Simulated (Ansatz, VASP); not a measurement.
# AlCo: VASP beside Ansatz

Wanted: the spread between two codes on one cell, functional and k mesh. The structure shown is the end of the Ansatz relaxation below.

Method: plane waves, with VASP 6.6.1 beside it; single point at PBEsol, in Ansatz 0.2.0.

## 1. Set-up

It takes space group P4/mmm (No. 123, tetragonal). The conventional cell has a = 2.805 Å, b = 2.805 Å, c = 2.879 Å, α = 90.00°, β = 90.00°, γ = 90.00°. Nearest to Co lie 8 Al at 2.45 Å. Nearest to Al lie 8 Co at 2.45 Å. Farther neighbours are not listed.

As a file:

```cif
data_structure
_symmetry_space_group_name_H-M 'P4/mmm'
_symmetry_Int_Tables_number 123
_cell_length_a 2.8050
_cell_length_b 2.8050
_cell_length_c 2.8790
_cell_angle_alpha 90.000
_cell_angle_beta 90.000
_cell_angle_gamma 90.000
_cell_volume 22.65
loop_
_atom_site_label
_atom_site_type_symbol
_atom_site_symmetry_multiplicity
_atom_site_Wyckoff_symbol
_atom_site_fract_x
_atom_site_fract_y
_atom_site_fract_z
_atom_site_occupancy
Co1 Co 1 d 0.50000 0.50000 0.50000 1
Al1 Al 1 a 0.00000 0.00000 0.00000 1
```

## 2. Ansatz: relaxation, PBEsol

Ansatz runs on its PAW soft_1 files.

This run makes the geometry at which the two programs are then compared.

File input.yaml:

```yaml
crystal:
  lattice:
    - [2.80838949, 0.0, 0.0]
    - [0.0, 2.80838949, 0.0]
    - [0.0, 0.0, 2.87895204]
  atoms:
    - { symbol: Co, position: [0.5, 0.5, 0.5] }
    - { symbol: Al, position: [0.0, 0.0, 0.0] }
kpoints:
  mp_grid: { grid: [15, 15, 15] }
scf:
  occupations: { method: fermi_dirac, width: 0.05 }
hamiltonian:
  xc: pbesol
  pseudopotentials: { kind: paw, azcp: { folder: soft_1 }, xc_functional: pbe }
basis:
  ecutwfc: 600
output:
  forces: true
  stress: true
relax:
  f_tol: 0.005
  max_steps: 70
  cell: { stress_tol: 0.02, p_target: 0, fix: [c, alpha, beta, gamma] }
```

Command:

```console
$ ansatz run input.yaml --threads 4 --pin off --max-ram 10240MiB --backend cpu --events-out ev --progress --plain --runs-dir out
```

Numbers of over 12 decimals in the logs are rounded to 6 here.

Log:

```text
Engine: ansatz 0.2.0, x86_64-unknown-linux-gnu
Pseudopotentials: kind: paw
Pseudopotential: Co, paw, valence charge 17, recommended cutoff 420 eV (normal), soft_1/Co.paw.azcp
Pseudopotential: Al, paw, valence charge 3, recommended cutoff 420 eV (normal), soft_1/Al.paw.azcp
Functional definition: PBEsol
  exchange = pbesol_x
  correlation = pbesol_c
Crystal: 2 atoms, lattice volume = 22.706 Å³
Basis set: ecut = 600 eV, 747 PW (Γ), exchange–correlation on 48×48×48 points (8 copies of the dense FFT grid, shifted against one another)
Bands: 14, of which v1, the nominal top of the filled ones, is band 10 counted from 1 (9 counted from 0)
Symmetry: 16 space group operations
Space group: P4/mmm (ITA 123), of the structure as read, at distance tolerance 2.8e-5 Å
k-points: 288 of 3375
Non-local potential: Co, projectors of the file, l = 0: 3, l = 1: 2, l = 2: 3, l = 3: 1
Non-local potential: Al, projectors of the file, l = 0: 2, l = 1: 2, l = 2: 1
PAW form: soft (Blöchl's): semilocal exchange-correlation on the pseudo side does not see the compensation charge
PAW frozen core: Co, regenerated for the run's functional, and the local potential with it (the file was generated under x = pbe(κ = 0.804, μ = 0.219515), c = pbe(β = 0.066725))
PAW frozen core: Al, regenerated for the run's functional, and the local potential with it (the file was generated under x = pbe(κ = 0.804, μ = 0.219515), c = pbe(β = 0.066725))
PAW one-centre angular grid: Co, 590 points (default); XC on 64 Gauss nodes
PAW one-centre angular grid: Al, 110 points (default); XC on 64 Gauss nodes
Initial density: superposition of atomic densities (chi_scale 0.1, normalization cell, long waves kept (reshape's long-wave potential 0.00 eV rms))
Initial wavefunctions: pseudopotential atomic-orbital guess
Functional: x = pbesol(κ = 0.804, μ = 0.123457), c = pbesol(β = 0.046)
SCF iter   1: F=—  HF=-5618.998191 eV  |F-HF|=—  |Δ(HF+E_count)|=         —  Δρ=7.17e-2  dr2=1.01e0  ethr=3.10e-3  ⟨swp⟩=4.3  Hψ=18842  notcnv=0
preconditioner: auto → none  [metal: Δε(μ)=0.007 eV  Ē_g=8.618 eV  σ=0.050 eV  W_gap=0.03  n_scr=6 (ndim 8)  ℏωp=27.0 eV  f_vac=0.000  D(μ)=0.92/eV (n_scr^D=6)  sad-step TF]
SCF iter   2: F=—  HF=-5618.986634 eV  |F-HF|=—  |Δ(HF+E_count)|=   1.16e-2  Δρ=7.80e-2  dr2=1.21e0  ethr=3.10e-3  ⟨swp⟩=1.1  Hψ=6362  notcnv=0
SCF iter   3: F=—  HF=-5618.785995 eV  |F-HF|=—  |Δ(HF+E_count)|=   2.01e-1  Δρ=1.45e-2  dr2=4.01e-2  ethr=3.10e-3  ⟨swp⟩=2.2  Hψ=5580  notcnv=0
SCF iter   4: F=—  HF=-5618.779245 eV  |F-HF|=—  |Δ(HF+E_count)|=   6.75e-3  Δρ=3.94e-3  dr2=2.68e-3  ethr=2.01e-4  ⟨swp⟩=2.0  Hψ=7206  notcnv=0  defer=1
SCF iter   5: F=—  HF=-5618.778632 eV  |F-HF|=—  |Δ(HF+E_count)|=   6.14e-4  Δρ=4.95e-4  dr2=3.75e-5  ethr=1.34e-5  ⟨swp⟩=2.0  Hψ=4933  notcnv=0  defer=1
SCF iter   6: F=—  HF=-5618.778622 eV  |F-HF|=—  |Δ(HF+E_count)|=   9.67e-6  Δρ=4.92e-5  dr2=2.93e-7  ethr=1.88e-7  ⟨swp⟩=2.3  Hψ=5860  notcnv=0  defer=1
SCF iter   7: F=-5618.778622 eV  HF=-5618.778622 eV  |F-HF|=3.84e-9  |Δ(HF+E_count)|=   2.36e-7  Δρ=4.69e-6  dr2=2.38e-9  ethr=5.00e-10  ⟨swp⟩=4.6  Hψ=14102  notcnv=0
SCF 1 converged in 7 iterations: F = -5618.778622 eV  dr2 = 2.38e-9
  greatest PAW one-centre occupation: 1.001 electrons in one spin orbital (limit 2), on the Co atom at site 0 (counted from 0), in its partial waves of l = 1
relax step   1: F+E_penalty+E_count = -5618.77862172 eV  Δ(F+E_penalty+E_count) = +0.000e0 eV  max|allowed force component| = 1.302e-29 eV/Å  Δτ_max = 0.0000 Å  P = -1.756 GPa  Ω = 22.706 Å³  fix = [c, alpha, beta, gamma]  reactions: c -4.218 GPa  (7 SCF iters, dr2 threshold 1.00e-7 eV, accepted)
[...]
relax step   2: F+E_penalty+E_count = -5618.77869886 eV  Δ(F+E_penalty+E_count) = -7.714e-5 eV  max|allowed force component| = 2.233e-29 eV/Å  Δτ_max = 0.0000 Å  P = -1.490 GPa  Ω = 22.675 Å³  energy of the carried Pulay correction = +2.951e-6 eV  fix = [c, alpha, beta, gamma]  reactions: c -4.023 GPa  (6 SCF iters, dr2 threshold 2.00e-7 eV, accepted)
[...]
relax step   3: F+E_penalty+E_count = -5618.77871734 eV  Δ(F+E_penalty+E_count) = -1.848e-5 eV  max|allowed force component| = 2.485e-29 eV/Å  Δτ_max = 0.0000 Å  P = -1.292 GPa  Ω = 22.651 Å³  energy of the carried Pulay correction = +5.133e-6 eV  fix = [c, alpha, beta, gamma]  reactions: c -3.877 GPa  (6 SCF iters, dr2 threshold 1.25e-7 eV, accepted)
[...]
relax step   4: F+E_penalty+E_count = -5618.77871231 eV  Δ(F+E_penalty+E_count) = +5.034e-6 eV  max|allowed force component| = 1.262e-29 eV/Å  Δτ_max = 0.0000 Å  P = -1.292 GPa  Ω = 22.651 Å³  fix = [c, alpha, beta, gamma]  reactions: c -3.877 GPa  stress off target by 8.52e-4 GPa on what of the cell is left free  SCF on the basis re-selected at this cell (its energy is not comparable with the rows above)  (7 SCF iters)
basis re-selected at this cell: Δ(F+E_penalty+E_count) = +5.034e-6 eV, ΔP = +0.000 GPa vs the last step (what re-selecting the basis moved, of the pressure what is left beyond the Pulay correction that the steps carried, after the strain that the cell walked since its last selection, with what the two solves' SCF thresholds leave and, on support functions, any second-order correction that the steps lacked; it is no m [...]
SCF converged after 7 iterations
Free energy (F): -5618.778712 eV
Harris-Foulkes:  -5618.778712 eV  (|F-HF|=9.09e-13)
Internal energy: -5618.771395 eV  (E = F + TS)
E sigma→0 (E₀):  -5618.775054 eV
Entropy (-TS):   -0.007318 eV (-3.659 meV/atom)
Fermi energy:    14.686113 eV
--- Per-component energies (eV) ---
  E_band       = -278.765024
  E_kinetic    = 322.875977
  E_local      = -3467.031102  (includes V_loc(G=0)·N_el)
  E_nonlocal   = 450.403167
  E_hartree    = 1566.502220
  E_xc         = -131.613549
  E_vxc        = -151.059666  (∫ρ·V_xc dr)
  E_paw        = -2000.784938  (= ΣΔE_a)
  E_vpaw       = -566.957818  (= ΣTr[D̂ρ^β])
  E_aug_tail   = -0.000023  (compensation charges beyond the density's cutoff)
  E_ewald      = -2359.330705
  E_core_change = 0.207559  (= ΣΔE_core)
  E_smearing   = -0.007318  (= −TS)
  E_closure    = 0.000000  (closes the sum)
  Σ components = -5618.778712   (vs F -5618.778712, Δ=0.00e0)
--- Forces (eV/Å), atoms counted from 1 ---
  atom   1  Co    -0.00000000     0.00000000     0.00000000
  atom   2  Al     0.00000000     0.00000000     0.00000000
  max |Σ_I F_I| component: 2.52e-29 eV/Å
--- Stress (GPa, compression-positive) ---
        0.000852       0.000000       0.000000
        0.000000       0.000852       0.000000
        0.000000       0.000000      -3.877356
  P = ⅓ Tr σ = -1.2919 GPa (-12.919 kbar)
--- Relaxed structure (3 steps of the walk, 3 accepted, 1 SCFs on fresh bases) ---
  F+E_penalty+E_count = -5618.77871231 eV   max|allowed force component| = 1.262e-29 eV/Å   (the final SCF, on the basis selected at the relaxed cell)
  cell:  # Å, volume = 22.6512 Å³
    - [2.804972, 0, 0.0]
    - [0, 2.804972, 0.0]
    - [0.0, 0.0, 2.87895204]
  atoms:
    - { symbol: Co, position: [0.500000, 0.500000, 0.500000] }
    - { symbol: Al, position: [0, 0, 0.0] }
```

In the SCF lines HF is the Harris–Foulkes energy and dr2 the Hartree energy of the density residual, in eV; the loop may stop once dr2 is under the threshold and the program's other checks hold. Hψ counts applications of the Hamiltonian.

## 3. VASP: single point, PBEsol, pair 1

The same cell, functional, mesh and smearing now go to VASP, with its own data sets.

Lines of VASP's logs that name or quote its potential files are left out, and so is its time.

File INCAR:

```
SYSTEM = AlCo
PREC = Accurate
ENCUT = 600
EDIFF = 1E-06
NELM = 120
ISMEAR = -1
SIGMA = 0.05
LREAL = .FALSE.
ALGO = Normal
GGA = PS
NBANDS = 12
LASPH = .TRUE.
LORBIT = 11
LWAVE = .FALSE.
LCHARG = .FALSE.
ISIF = 2
GGA_COMPAT = .FALSE.
KPAR = 2
```

File POSCAR:

```
AlCo
1.0
    2.8049723804      0.0000000000      0.0000000000
    0.0000000000      2.8049723804      0.0000000000
    0.0000000000      0.0000000000      2.8789520400
Co Al
1 1
Direct
    0.5000000000      0.5000000000      0.5000000000
    0.0000000000      0.0000000000      0.0000000000
```

File KPOINTS:

```
Automatic mesh
0
Gamma
15 15 15
0 0 0
```

Potentials, in the order of the species: Co and Al (PBE family, release 64).

Command:

```console
$ mpirun -np 2 vasp_std
```

Log:

```text
[banner, memory and clock lines left out]
running    2 mpi-ranks, on    1 nodes
 distrk:  each k-point on    1 cores,    2 groups
 distr:  one band on    1 cores,    1 groups

 POSCAR found type information on POSCAR CoAl
 POSCAR found :  2 types and       2 ions
|                                                                             |
|               ----> ADVICE to this user running VASP <----                  |
|                                                                             |
|     You enforced a specific xc type in the INCAR file but a different       |
|     [... a line on the potential file left out ...]
|     I HOPE YOU KNOW WHAT YOU ARE DOING!                                     |
|                                                                             |

 LDA part: xc-table for (Slater+PW92), standard interpolation
 POSCAR, INCAR and KPOINTS ok, starting setup
 FFT: planning ... GRIDC
 FFT: planning ... GRID_SOFT
 FFT: planning ... GRID
 WAVECAR not read
 entering main loop
       N       E                     dE             d eps       ncg     rms          rms(c)
DAV:   1     0.398895342240E+02    0.39890E+02   -0.58775E+03  6968   0.119E+03
DAV:   2    -0.131882689507E+02   -0.53078E+02   -0.48816E+02  7144   0.193E+02
DAV:   3    -0.149656549068E+02   -0.17774E+01   -0.17611E+01  8304   0.415E+01
DAV:   4    -0.149936915673E+02   -0.28037E-01   -0.28026E-01  7880   0.468E+00
DAV:   5    -0.149946497386E+02   -0.95817E-03   -0.95814E-03  8604   0.944E-01    0.135E+01
DAV:   6    -0.179519010046E+02   -0.29573E+01   -0.68882E+01  7720   0.113E+02    0.182E+01
DAV:   7    -0.131246177952E+02    0.48273E+01   -0.32070E+01  7804   0.719E+01    0.192E+00
DAV:   8    -0.130940181051E+02    0.30600E-01   -0.21115E-01  7544   0.371E+00    0.118E+00
DAV:   9    -0.130795114688E+02    0.14507E-01   -0.24013E-02  9220   0.195E+00    0.323E-01
DAV:  10    -0.130789833953E+02    0.52807E-03   -0.48296E-04  7988   0.182E-01    0.145E-01
DAV:  11    -0.130789606378E+02    0.22757E-04   -0.26044E-05  8668   0.507E-02    0.125E-02
DAV:  12    -0.130789599498E+02    0.68806E-06   -0.11463E-06  6220   0.105E-02
   1 F= -.13078960E+02 E0= -.13075259E+02  d E =-.740147E-02
```

From OUTCAR (step 3):

```text
ion  position               nearest neighbor table
   1  0.500  0.500  0.500-   2 2.45   2 2.45   2 2.45   2 2.45   2 2.45   2 2.45   2 2.45   2 2.45

  LATTYP: Found a simple tetragonal cell.
 ALAT       =     2.8049723804
 C/A-ratio  =     1.0263744699

 Subroutine GETGRP returns: Found 16 space group operations
 (whereof 16 operations were pure point group operations)

The static configuration has the point symmetry D_4h.

 Found    288 irreducible k-points:

   k-points           NKPTS =    288   k-points in BZ     NKDIM =    288   number of bands    NBANDS=     12

   dimension x,y,z NGX =    24 NGY =   24 NGZ =   24
   dimension x,y,z NGXF=    48 NGYF=   48 NGZF=   48

   ENCUT  =  600.0 eV  44.10 Ry    6.64 a.u.   5.60  5.60  5.75*2*pi/ulx,y,z

   NELECT =      12.0000    total number of electrons

 k-points in reciprocal lattice and weights: Automatic mesh
   0.00000000  0.00000000  0.00000000       0.000
   0.06666667  0.00000000  0.00000000       0.001
   0.13333333  0.00000000  0.00000000       0.001
   0.20000000  0.00000000  0.00000000       0.001
   0.26666667  0.00000000  0.00000000       0.001
   0.33333333  0.00000000  0.00000000       0.001
   0.40000000  0.00000000  0.00000000       0.001
   0.46666667  0.00000000  0.00000000       0.001
   0.06666667  0.06666667  0.00000000       0.001
[...]
0.46666667  0.40000000  0.46666667       0.005
   0.46666667  0.46666667  0.46666667       0.002

 average (electrostatic) potential at core
       1 -77.3544       2 -68.6243

 E-fermi :  10.7067

 k-point     1 :       0.0000    0.0000    0.0000
  band No.  band energies     occupation
    ...
      2       7.6353      2.00000
      3       7.6799      2.00000
      4       9.8669      2.00000
      5       9.8669      2.00000
      6       9.9649      2.00000
      7      16.1803      0.00000
      8      17.1349      0.00000
      9      17.1349      0.00000
     10      19.4654      0.00000
     11      19.6710      0.00000
    ...

 k-point     2 :       0.0667    0.0000    0.0000
  band No.  band energies     occupation
    ...
      2       7.6498      2.00000
      3       7.6869      2.00000
      4       9.8130      2.00000
      5       9.8723      2.00000
      6       9.9181      2.00000
      7      16.2380      0.00000
      8      16.3069      0.00000
      9      17.2542      0.00000
     10      19.4921      0.00000
     11      20.4433      0.00000
    ...

 k-point     3 :       0.1333    0.0000    0.0000
  band No.  band energies     occupation
    ...
      2       7.6313      2.00000
      3       7.7458      2.00000
      4       9.6679      2.00000
      5       9.7908      2.00000
      6       9.8875      2.00000
      7      14.7440      0.00000
      8      16.6711      0.00000
      9      17.6000      0.00000
     10      19.4638      0.00000
     11      21.6575      0.00000
    ...

  Total        0.0152583      0.0152583     -0.5314451      0.0000000      0.0000000      0.0000000
  in kB        1.0792553      1.0792553    -37.5904347      0.0000000      0.0000000      0.0000000
  external PRESSURE =     -11.8106414 kB  Pullay stress =       0.0000000 kB

  energy-cutoff  :      600.00
  volume of cell :       22.65
      direct lattice vectors                 reciprocal lattice vectors
     2.804972380  0.000000000  0.000000000     0.356509749  0.000000000  0.000000000
     0.000000000  2.804972380  0.000000000     0.000000000  0.356509749  0.000000000
     0.000000000  0.000000000  2.878952040     0.000000000  0.000000000  0.347348614

 POSITION                                       TOTAL-FORCE (eV/Angst)
 -----------------------------------------------------------------------------------
      1.40249      1.40249      1.43948         0.000000      0.000000      0.000000
      0.00000      0.00000      0.00000         0.000000      0.000000      0.000000
 -----------------------------------------------------------------------------------
    total drift:                                0.000000      0.000000     -0.000000

  FREE ENERGIE OF THE ION-ELECTRON SYSTEM (eV)
  ---------------------------------------------------
  free  energy   TOTEN  =       -13.0789599498 eV

  energy  without entropy=      -13.0715584798  energy(sigma->0) =      -13.07525921

 total charge
# of ion       s       p       d       tot
------------------------------------------
    1        0.445   0.526   7.527   8.498
    2        0.396   0.438   0.000   0.834
--------------------------------------------------
tot          0.841   0.964   7.527   9.332

[... 3 further parts left out ...]
```

This run has no spin polarisation, so a moment on Co, if there is one, isn't seen.

## 4. Differences

Known differences besides the potentials themselves: the data sets hold 20 valence electrons in Ansatz (on its PAW soft_1 files) and 12 in VASP; Ansatz makes its cores anew for this functional, VASP keeps those of its PBE data sets; Ansatz's pressure holds a Pulay correction, VASP's none. Total energies have different zeros and are not compared.

Compared:

```
      quantity  Ansatz   VASP  difference
pressure (GPa)   -1.29  -1.18       -0.11
```

## 5. Ansatz: relaxation, PBEsol

This run makes the geometry at which the two programs are then compared. The cell compared in this pair holds 22.39 Å³, against 22.65 Å³ for the pair before.

The structure compared here is the end of the Ansatz relaxation.

input.yaml, as its differences from that of step 2:

```diff
@@ -2,5 +2,5 @@
   lattice:
-    - [2.80838949, 0.0, 0.0]
-    - [0.0, 2.80838949, 0.0]
-    - [0.0, 0.0, 2.87895204]
+    - [2.829558255, 0.0, 0.0]
+    - [0.0, 2.829558255, 0.0]
+    - [0.0, 0.0, 2.79427698]
   atoms:
```

Command:

```console
$ ansatz run input.yaml --threads 4 --pin off --max-ram 10240MiB --backend cpu --events-out ev --progress --plain --runs-dir out
```

Log:

```text
[...]
Crystal: 2 atoms, lattice volume = 22.372 Å³
Basis set: ecut = 600 eV, 739 PW (Γ), exchange–correlation on 48×48×48 points (8 copies of the dense FFT grid, shifted against one another)
Bands: 14, of which v1, the nominal top of the filled ones, is band 10 counted from 1 (9 counted from 0)
Symmetry: 16 space group operations
[...]
k-points: 288 of 3375
[...]
0.000227       0.000000       0.000000
        0.000000       0.000227       0.000000
        0.000000       0.000000       2.544314
  P = ⅓ Tr σ = 0.8483 GPa (8.483 kbar)
--- Relaxed structure (3 steps of the walk, 3 accepted, 1 SCFs on fresh bases) ---
[...]
cell:  # Å, volume = 22.3914 Å³
    - [2.830777, 0, 0.0]
    - [0, 2.830777, 0.0]
    - [0.0, 0.0, 2.79427698]
  atoms:
    - { symbol: Co, position: [0.5, 0.5, 0.5] }
    - { symbol: Al, position: [0.0, 0, 0.0] }
[key lines of the parts left out:]
SCF converged after 7 iterations
Free energy (F): -5618.782752 eV
Fermi energy:    14.907898 eV
```

## 6. VASP: single point, PBEsol, pair 2

The same cell, functional, mesh and smearing now go to VASP, with its own data sets.

INCAR is that of step 3.

File POSCAR:

```
AlCo
1.0
    2.8307768709      0.0000000000      0.0000000000
    0.0000000000      2.8307768709      0.0000000000
    0.0000000000      0.0000000000      2.7942769800
Co Al
1 1
Direct
    0.5000000000      0.5000000000      0.5000000000
    0.0000000000      0.0000000000      0.0000000000
```

KPOINTS is that of step 3.

Command:

```console
$ mpirun -np 2 vasp_std
```

Log:

```text
[banner, memory and clock lines left out]
running    2 mpi-ranks, on    1 nodes
[...]
[... a notice as in an earlier step ...]

 LDA part: xc-table for (Slater+PW92), standard interpolation
 POSCAR, INCAR and KPOINTS ok, starting setup
[...]
entering main loop
       N       E                     dE             d eps       ncg     rms          rms(c)
DAV:   1     0.398137181640E+02    0.39814E+02   -0.58623E+03  6952   0.119E+03
DAV:   2    -0.131980391225E+02   -0.53012E+02   -0.49006E+02  7136   0.192E+02
DAV:   3    -0.149771905885E+02   -0.17792E+01   -0.17634E+01  8296   0.415E+01
DAV:   4    -0.150054401012E+02   -0.28250E-01   -0.28240E-01  7800   0.470E+00
[...]
DAV:  10    -0.130828062916E+02    0.51006E-03   -0.46962E-04  8012   0.182E-01    0.147E-01
DAV:  11    -0.130827836583E+02    0.22633E-04   -0.24376E-05  8708   0.475E-02    0.928E-03
DAV:  12    -0.130827832322E+02    0.42605E-06   -0.73860E-07  5952   0.683E-03
   1 F= -.13082783E+02 E0= -.13079457E+02  d E =-.665186E-02
```

[end of part 1 of 2]

[Lines on the potential files, build, host, timing and source positions are cut from VASP's logs without a mark.]

[Logs are printed without paths, hosts, clocks, repeated set-up lines and the standing remarks that a program may print on its own settings, such as how far it seeks lower states.]

[Hosts, paths, dates, database ids (printed as entryN), source tags and the programs' standing remarks are cut or masked in the printed files.]
